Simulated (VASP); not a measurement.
# InP (F-43m) in VASP: a series of runs, part 2 of 3

VASP 6.6.1. The steps go on from the part before.

## 3. Relaxation of cell and atoms, BLYP+D4

INCAR reads:

```
AGGAC = 1.0
AGGAX = 1.0
ALDAC = 0.0
ALDAX = 1.0
ALGO = Normal
EDIFF = 1E-6
EDIFFG = -0.01
ENCUT = 600
GGA = B5
IBRION = 2
ISIF = 3
ISMEAR = -1
IVDW = 13
LASPH = T
LCHARG = F
LREAL = F
LWAVE = F
NELM = 80
NSW = 60
PREC = Accurate
SIGMA = 0.05
VDW_A1 = 0.44488865
VDW_A2 = 4.0933009
VDW_S6 = 1.0
VDW_S8 = 2.34076671
```

KPOINTS reads:

```
k-points
0
Gamma
  8 8 8
```

POSCAR reads:

```
InP
1.0
    0.0000000000      2.9305000000      2.9305000000
    2.9305000000      0.0000000000      2.9305000000
    2.9305000000      2.9305000000      0.0000000000
In P
1 1
Direct
    0.0000000000      0.0000000000      0.0000000000
    0.7500000000      0.7500000000      0.7500000000
```

Potentials or basis: VASP PAW PBE potentials, release 64 (In_d, P).

On the command line:

```console
cat potpaw_PBE.64/In_d/POTCAR potpaw_PBE.64/P/POTCAR > POTCAR
mpirun -np 1 vasp_std > vasp.out
```

OUTCAR:

```text
EDIFF = 1E-6
   EDIFFG = -0.01
   ENCUT = 600
   GGA = B5
   IBRION = 2
   ISIF = 3
   ISMEAR = -1
   IVDW = 13
   LASPH = T
   LREAL = F
   NELM = 80
   NSW = 60
   PREC = Accurate

 ion  position               nearest neighbor table
   1  0.000  0.000  0.000-   2 2.54   2 2.54   2 2.54   2 2.54
   2  0.750  0.750  0.750-   1 2.54   1 2.54   1 2.54   1 2.54

  LATTYP: Found a face centered cubic cell.
 ALAT       =     5.8610000000

  Lattice vectors:

 A1 = (   0.0000000000,   2.9305000000,   2.9305000000)
 A2 = (   2.9305000000,   0.0000000000,   2.9305000000)
 A3 = (   2.9305000000,   2.9305000000,   0.0000000000)

Analysis of symmetry for initial positions (statically):
=====================================================================
 Subroutine PRICEL returns:
 Original cell was already a primitive cell.

 Routine SETGRP: Setting up the symmetry group for a
 face centered cubic supercell.

 Subroutine GETGRP returns: Found 24 space group operations
 (whereof 24 operations were pure point group operations)
 out of a pool of 48 trial point group operations.

The static configuration has the point symmetry T_d .

Analysis of symmetry for dynamics (positions and initial velocities):
=====================================================================
 Subroutine PRICEL returns:
 Original cell was already a primitive cell.

 Routine SETGRP: Setting up the symmetry group for a
 face centered cubic supercell.

 Subroutine GETGRP returns: Found 24 space group operations
 (whereof 24 operations were pure point group operations)
[... 150 lines left out ...]

  energy without entropy =       -7.05631452  energy(sigma->0) =       -7.05631972

------------------------ aborting loop because EDIFF is reached ----------------------------------------

  DFT-D4 for vdW energy calculation

  Edisp (eV):   -1.25480
[... 71 lines left out ...]
--------------------------------------- Ionic step        3  -------------------------------------------

 number of electron      17.9999998 magnetization

 Free energy of the ion-electron system (eV)
  ---------------------------------------------------
  ext. energy  EPLUGINS =         0.00000000
  ---------------------------------------------------
  free energy    TOTEN  =        -7.11851970 eV

  energy without entropy =       -7.11846113  energy(sigma->0) =       -7.11849041

 E-fermi :   5.4760     XC(G=0):  -8.5667

 val. band max:        5.2309931546   @ k =   0.0000   0.0000   0.0000
 cond. band min:       5.6554745112   @ k =   0.0000   0.0000   0.0000
 fundamental gap:      0.4244813566
 Fermi energy:         5.4760221571

 k-point     1 :       0.0000    0.0000    0.0000
  band No.  band energies     occupation
      1      -8.9289      2.00000
      2      -8.9289      2.00000
      3      -8.9289      2.00000
      4      -8.7920      2.00000
      5      -8.7920      2.00000
      6      -6.0496      2.00000
      7       5.2310      1.98523
      8       5.2310      1.98523
      9       5.2310      1.98523
     10       5.6555      0.05376
     11       9.3393      0.00000
     12       9.3393      0.00000
     13       9.3393      0.00000
[... 354 lines left out ...]
  band No.  band energies     occupation
      1      -9.0437      2.00000
      2      -8.8860      2.00000
      3      -8.8684      2.00000
      4      -8.7966      2.00000
      5      -8.7807      2.00000
      6      -4.1656      2.00000
      7      -0.1576      2.00000
      8       2.6946      2.00000
      9       3.7053      2.00000
     10       8.2729      0.00000
     11       9.5417      0.00000
     12      11.0539      0.00000
     13      12.4111      0.00000

 [... further k-points ...]

------------------------ aborting loop because EDIFF is reached ----------------------------------------

  DFT-D4 for vdW energy calculation

  Edisp (eV):   -1.20541
[... 25 lines left out ...]
  FREE ENERGIE OF THE ION-ELECTRON SYSTEM (eV)
  ---------------------------------------------------
  free  energy   TOTEN  =        -8.3239293220 eV

  energy  without entropy=       -8.3238707463  energy(sigma->0) =       -8.32390003

 reached required accuracy - stopping structural energy minimisation
```

Run time: 2 min. Hardware: 1 thread of Intel Xeon Platinum 8259CL at 2.50GHz (Skylake/Cascade Lake), shared host; peak memory 0.22 GiB.

Results:

| Item | Value |
| --- | --- |
| Free energy | -8.3239 eV |
| Relaxed volume | 26.08 Å³/atom |
| Relaxed cell | a = 4.194 Å, b = 4.194 Å, c = 4.194 Å, α = 60.00°, β = 60.00°, γ = 60.00° |
| Space group after relaxing (to 0.05 Å) | F-43m (No. 216) |
| Energy gained by relaxing | 6.4 meV/atom |
| Ionic steps | 3 |
| Pressure after relaxing | 0.0 GPa |
| Band gap on the k mesh | 0.42 eV, direct |
| Dispersion energy per atom | -0.603 eV |

Step by step:
```tsv
step	energy change (eV)	largest force (eV/Å)	pressure (GPa)	volume (Å³)
1	0.0000	0.0000	2.31	50.33
2	-0.0102	0.0000	-0.98	53.02
3	-0.0128	0.0000	0.00	52.16
```

Final structure:
```cif
data_structure
_symmetry_space_group_name_H-M 'P 1'
_symmetry_Int_Tables_number 1
_cell_length_a 4.1939
_cell_length_b 4.1939
_cell_length_c 4.1939
_cell_angle_alpha 60.000
_cell_angle_beta 60.000
_cell_angle_gamma 60.000
_cell_volume 52.16
loop_
_atom_site_label
_atom_site_type_symbol
_atom_site_fract_x
_atom_site_fract_y
_atom_site_fract_z
_atom_site_occupancy
In1 In 0.00000 0.00000 0.00000 1
P1 P 0.75000 0.75000 0.75000 1
```

Caveat: the PAW data sets were made with another functional, which shifts forces and pressure a little; spin-orbit coupling is left out, which moves the levels of the heavy elements.

## 4. Single point, PBEsol (volume scaled by 0.94)

INCAR reads:

```
SYSTEM = InP
PREC = Accurate ; ENCUT = 520
EDIFF = 1E-6 ; ISMEAR = -1
SIGMA = 0.05 ; LREAL = .False.
LASPH = .True. ; NELM = 80
ALGO = Normal ; ISIF = 2
LWAVE = .False. ; LCHARG = .False.
GGA = PS ; NBANDS = 16
```

KPOINTS reads:

```
regular mesh
0
Gamma
  8 8 8
  0 0 0
```

POSCAR reads:

```
InP
1.0
    0.0000000000      2.8706770916      2.8706770916
    2.8706770916      0.0000000000      2.8706770916
    2.8706770916      2.8706770916      0.0000000000
In P
1 1
Direct
    0.0000000000      0.0000000000      0.0000000000
    0.7500000000      0.7500000000      0.7500000000
```

On the command line:

```console
cat potpaw_PBE.64/In_d/POTCAR potpaw_PBE.64/P/POTCAR > POTCAR
mpirun -np 1 vasp_std > vasp.out
```

It took 24 s on 1 thread of Intel Xeon Platinum 8488C (Sapphire Rapids), shared host; peak memory 0.17 GiB.

The run converged. Its results:

```yaml
Free_energy: -9.0978 eV
Pressure: 5.5 GPa
Band_gap_on_the_k_mesh: 0.94 eV, direct
```

Levels at points of the mesh, in eV from the valence-band top:
```csv
k point,band 7,band 8,band 9,band 10,band 11,band 12
"(0.00, 0.00, 0.00)",0.00,0.00,0.00,0.94,4.00,4.00
"(0.50, 0.00, 0.00)",-6.15,-1.08,-1.08,1.54,4.73,4.73
"(0.50, 0.50, 0.00)",-6.10,-2.57,-2.57,1.52,2.14,9.49
```

Caveat: the cell differs from its parent crystal (volume scaled by 0.94); the PAW data sets were made with another functional, which shifts forces and pressure a little; spin-orbit coupling is left out, which moves the levels of the heavy elements.

## 5. Single point, PBEsol

INCAR reads:

```
SYSTEM = InP
PREC = Accurate
ENCUT = 520
EDIFF = 1E-7
ISMEAR = -1
SIGMA = 0.05
LREAL = .False.
LASPH = .True.
NELM = 100
ALGO = Normal
ISIF = 2
LWAVE = .False.
LCHARG = .False.
GGA = PS
NBANDS = 16
```

KPOINTS reads:

```
Automatic mesh
0
Gamma
  8 8 8
  0 0 0
```

POSCAR reads:

```
InP
1.0
    0.0000000000      2.9305000000      2.9305000000
    2.9305000000      0.0000000000      2.9305000000
    2.9305000000      2.9305000000      0.0000000000
In P
1 1
Direct
    0.0000000000      0.0000000000      0.0000000000
    0.7500000000      0.7500000000      0.7500000000
```

Potentials or basis: VASP PAW PBE potentials, release 64 (In_d, P).

On the command line:

```console
cat potpaw_PBE.64/In_d/POTCAR potpaw_PBE.64/P/POTCAR > POTCAR
mpirun -np 1 vasp_std > vasp.out
```

OUTCAR:

```text
SYSTEM = InP
   PREC = Accurate
   ENCUT = 520
   EDIFF = 1E-7
   ISMEAR = -1
   LREAL = .False.
   LASPH = .True.
   NELM = 100
   ISIF = 2
   GGA = PS

 ion  position               nearest neighbor table
   1  0.000  0.000  0.000-   2 2.54   2 2.54   2 2.54   2 2.54
   2  0.750  0.750  0.750-   1 2.54   1 2.54   1 2.54   1 2.54

  LATTYP: Found a face centered cubic cell.
 ALAT       =     5.8610000000

  Lattice vectors:

 A1 = (   0.0000000000,   2.9305000000,   2.9305000000)
 A2 = (   2.9305000000,   0.0000000000,   2.9305000000)
 A3 = (   2.9305000000,   2.9305000000,   0.0000000000)

Analysis of symmetry for initial positions (statically):
=====================================================================
 Subroutine PRICEL returns:
 Original cell was already a primitive cell.

 Routine SETGRP: Setting up the symmetry group for a
 face centered cubic supercell.

 Subroutine GETGRP returns: Found 24 space group operations
 (whereof 24 operations were pure point group operations)
 out of a pool of 48 trial point group operations.

The static configuration has the point symmetry T_d .

Analysis of symmetry for dynamics (positions and initial velocities):
=====================================================================
 Subroutine PRICEL returns:
 Original cell was already a primitive cell.

 Routine SETGRP: Setting up the symmetry group for a
 face centered cubic supercell.

 Subroutine GETGRP returns: Found 24 space group operations
 (whereof 24 operations were pure point group operations)
 out of a pool of 48 trial point group operations.

The dynamic configuration has the point symmetry T_d .

 Subroutine INISYM returns: Found 24 space group operations
 (whereof 24 operations are pure point group operations),
 and found     1 'primitive' translations

----------------------------------------------------------------------------------------

                                     Primitive cell

  volume of cell :      50.3333

  direct lattice vectors                    reciprocal lattice vectors
     0.000000000  2.930500000  2.930500000    -0.170619348  0.170619348  0.170619348
     2.930500000  0.000000000  2.930500000     0.170619348 -0.170619348  0.170619348
     2.930500000  2.930500000  0.000000000     0.170619348  0.170619348 -0.170619348

  length of vectors
     4.144352845  4.144352845  4.144352845     0.295521380  0.295521380  0.295521380

  position of ions in fractional coordinates (direct lattice)
     0.000000000  0.000000000  0.000000000
     0.750000000  0.750000000  0.750000000

  ion indices of the primitive-cell ions
   primitive index   ion index
                 1           1
                 2           2

----------------------------------------------------------------------------------------

 KPOINTS: Automatic mesh

Automatic generation of k-mesh.
 Grid dimensions read from file:
 generate k-points for:    8    8    8

 Generating k-lattice:

  Cartesian coordinates                     Fractional coordinates (reciprocal lattice)
    -0.021327419  0.021327419  0.021327419     0.125000000  0.000000000  0.000000000
     0.021327419 -0.021327419  0.021327419     0.000000000  0.125000000  0.000000000
     0.021327419  0.021327419 -0.021327419     0.000000000  0.000000000  0.125000000

  Length of vectors
     0.036940172  0.036940172  0.036940172

  Shift w.r.t. Gamma in fractional coordinates (k-lattice)
     0.000000000  0.000000000  0.000000000

 Subroutine IBZKPT returns following result:
 ===========================================

 Found     29 irreducible k-points:

 Following reciprocal coordinates:
            Coordinates               Weight
  0.000000  0.000000  0.000000      1.000000
  0.125000  0.000000  0.000000      8.000000
  0.250000  0.000000  0.000000      8.000000
  0.375000  0.000000  0.000000      8.000000
  0.500000  0.000000  0.000000      4.000000
  0.125000  0.125000  0.000000      6.000000
[... 16 lines left out ...]
  0.500000  0.250000  0.125000     48.000000
 -0.375000  0.250000  0.125000     24.000000
 [... further k-points ...]
   k-points           NKPTS =     29   k-points in BZ     NKDIM =     29   number of bands    NBANDS=     16
   number of dos      NEDOS =    301   number of ions     NIONS =      2
   total plane-waves  NPLWV =  32768
   dimension x,y,z NGX =    32 NGY =   32 NGZ =   32
   dimension x,y,z NGXF=    64 NGYF=   64 NGZF=   64
   ions per type =               1   1
   NGX,Y,Z   is equivalent  to a cutoff of  12.84, 12.84, 12.84 a.u.
   NGXF,Y,Z  is equivalent  to a cutoff of  25.67, 25.67, 25.67 a.u.
 SYSTEM =  InP
   PREC   = accura    normal or accurate (medium, high low for compatibility)
   ISTART =      0    job   : 0-new  1-cont  2-samecut
   ICHARG =      2    charge: 1-file 2-atom 10-const
   ISPIN  =      1    spin polarized calculation?
   LNONCOLLINEAR =      F non collinear calculations
   LSORBIT =      F    spin-orbit coupling
   LASPH  =      T    aspherical Exc in radial PAW
   ENCUT  =  520.0 eV  38.22 Ry    6.18 a.u.   7.71  7.71  7.71*2*pi/ulx,y,z
   NELM   =    100;   NELMIN=  2; NELMDL= -5     # of ELM steps
   EDIFF  = 0.1E-06   stopping-criterion for ELM
   LREAL  =      F    real-space projection
   EDIFFG = 0.1E-05   stopping-criterion for IOM
   NSW    =      0    number of steps for IOM
   IBRION =     -1    ionic relax: 0-MD 1-quasi-New 2-CG
   NFREE  =      0    steps in history (QN), initial steepest desc. (CG)
   ISIF   =      2    stress and relaxation
   ISYM   =      2    0-nonsym 1-usesym 2-fastsym
   POTIM  = 0.5000    time-step for ionic-motion
   TEBEG  =    0.0;   TEEND  =   0.0 temperature during run
   PSTRESS=    0.0 pullay stress
   NELECT =      18.0000    total number of electrons
   NUPDOWN=      -1.0000    fix difference up-down
   EMIN   =  10.00;   EMAX   =-10.00  energy-range for DOS
   EFERMI =   0.00;   METHOD = LEGACY
   ISMEAR =    -1;   SIGMA  =   0.05  broadening in eV -4-tet -1-fermi 0-gaus
   EFERMI_NEDOS =   21; number of points for ismear=-14 and -15
   IALGO  =     38    algorithm
   IMIX   =      4    mixing-type and parameters
     AMIX     =   0.40;   BMIX     =  1.00
     AMIX_MAG =   1.60;   BMIX_MAG =  1.00
  volume/ion in A,a.u.               =      25.17       169.83
  Fermi-wavevector in a.u.,A,eV,Ry     =   1.162021  2.195901 18.371846  1.350293
  Thomas-Fermi vector in A             =   2.298587
   LORBIT       =      0    0 simple, 1 ext, 2 COOP (PROOUT), +10 PAW based schemes
   GGA     = PS    functional components
   LHFCALC =     F    Hartree Fock is set to
   AEXX    =    0.0000 exact exchange contribution
   IVDW    =     0    specifies the selected vdW correction
   LEPSILON=     F    determine dielectric tensor
   LRPA    =     F    only Hartree local field effects (RPA)
 non-spin polarized calculation
  energy-cutoff  :      520.00
  volume of cell :       50.33
 maximum number of plane-waves:      1380
   NGX = 15   NGY = 15   NGZ = 15

 number of electron      18.0000005 magnetization

 Free energy of the ion-electron system (eV)
  ---------------------------------------------------
  ext. energy  EPLUGINS =         0.00000000
  ---------------------------------------------------
  free energy    TOTEN  =        -9.15385923 eV

  energy without entropy =       -9.15384773  energy(sigma->0) =       -9.15385348

 E-fermi :   5.4308     XC(G=0):  -9.4789

 val. band max:        5.0923702970   @ k =   0.0000   0.0000   0.0000
 cond. band min:       5.7069851189   @ k =   0.0000   0.0000   0.0000
 fundamental gap:      0.6146148219
 Fermi energy:         5.4307633309

 k-point     1 :       0.0000    0.0000    0.0000
  band No.  band energies     occupation
      1      -9.0577      2.00000
      2      -9.0577      2.00000
      3      -9.0577      2.00000
      4      -8.9030      2.00000
      5      -8.9030      2.00000
      6      -6.4559      2.00000
[... 8 lines left out ...]
     15      14.5221      0.00000
     16      14.5221      0.00000
[... 419 lines left out ...]
 k-point    24 :      -0.3750    0.2500    0.1250
  band No.  band energies     occupation
      1      -9.1933      2.00000
      2      -9.0086      2.00000
      3      -8.9880      2.00000
      4      -8.9089      2.00000
      5      -8.8899      2.00000
      6      -4.3832      2.00000
[... 8 lines left out ...]
     15      15.6898      0.00000
     16      16.3642      0.00000

 [... further k-points ...]

------------------------ aborting loop because EDIFF is reached ----------------------------------------

  FORCE on cell =-STRESS in cart. coord.  units (eV):
  Direction    XX          YY          ZZ          XY          YZ          ZX
  --------------------------------------------------------------------------------------
  -------------------------------------------------------------------------------------
  Total        0.1820816      0.1820816      0.1820816     -0.0000000      0.0000000     -0.0000000
  in kB        5.7959078      5.7959078      5.7959078     -0.0000000      0.0000000     -0.0000000
  external PRESSURE =       5.7959078 kB  Pullay stress =       0.0000000 kB

 VOLUME and BASIS-vectors are now :
 -----------------------------------------------------------------------------
  energy-cutoff  :      520.00
  volume of cell :       50.33
      direct lattice vectors                 reciprocal lattice vectors
     0.000000000  2.930500000  2.930500000    -0.170619348  0.170619348  0.170619348
     2.930500000  0.000000000  2.930500000     0.170619348 -0.170619348  0.170619348
     2.930500000  2.930500000  0.000000000     0.170619348  0.170619348 -0.170619348

 POSITION                                       TOTAL-FORCE (eV/Angst)
 -----------------------------------------------------------------------------------
      0.00000      0.00000      0.00000         0.000000      0.000000      0.000000
      4.39575      4.39575      4.39575        -0.000000     -0.000000     -0.000000
 -----------------------------------------------------------------------------------
    total drift:                                0.000000      0.000000     -0.000000

  FREE ENERGIE OF THE ION-ELECTRON SYSTEM (eV)
  ---------------------------------------------------
  free  energy   TOTEN  =        -9.1538592294 eV

  energy  without entropy=       -9.1538477256  energy(sigma->0) =       -9.15385348
```

stdout:

```text
POSCAR found type information on POSCAR InP
 POSCAR found :  2 types and       2 ions
 scaLAPACK will be used
 -----------------------------------------------------------------------------
|                                                                             |
|                                                                             |
|     You enforced a specific xc type in the INCAR file but a different       |
|     I HOPE YOU KNOW WHAT YOU ARE DOING!                                     |
|                                                                             |
 -----------------------------------------------------------------------------

 LDA part: xc-table for (Slater+PW92), standard interpolation
 POSCAR, INCAR and KPOINTS ok, starting setup
 FFT: planning ... GRIDC
 FFT: planning ... GRID_SOFT
 FFT: planning ... GRID
 WAVECAR not read
 entering main loop
```

It took 23 s on 1 thread of Intel Xeon Platinum 8488C (Sapphire Rapids), shared host; peak memory 0.18 GiB.

What came out:

| Quantity | Value |
| --- | --- |
| Free energy | -9.1539 eV |
| Pressure | 0.6 GPa |
| Band gap on the k mesh | 0.61 eV, direct |

Caveat: the PAW data sets were made with another functional, which shifts forces and pressure a little; spin-orbit coupling is left out, which moves the levels of the heavy elements.

(Continued in part 3 of 3.)
